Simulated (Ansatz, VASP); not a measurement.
# Two plane-wave programs on Au

```
Au
1.0
    -1.67908    1.67908    1.67908
     1.67908   -1.67908    1.67908
     1.67908    1.67908   -1.67908
Au
1
Direct
  0.00000 0.00000 0.00000
```

Change from the starting cell: volume scaled by 1.04.

Alike in both runs: task single point; functional PBE; k mesh 11 × 11 × 11; occupations fermi-dirac, width 0.05 eV; no spin polarisation.

|  | VASP | Ansatz |
| --- | --- | --- |
| version | VASP 6.6.1 | Ansatz 0.2.0 |
| potentials or method | VASP PAW PBE potentials, release 64 (Au) | Ansatz PAW |
| plane-wave cutoff (eV) | 520 | 420 |
| valence electrons in the cell | 11 | 19 |

```csv
,VASP,Ansatz,Ansatz less VASP
gap on the k mesh at the Fermi level (eV),none,none,-
pressure (GPa),-5.6,-5.4,+0.17
```

A gap of «none» marks a metal or a gap that the smearing closes. The two sets of potentials don't hold the same shells in valence.

The runs have no spin-orbit coupling, so splittings on Au are missing.
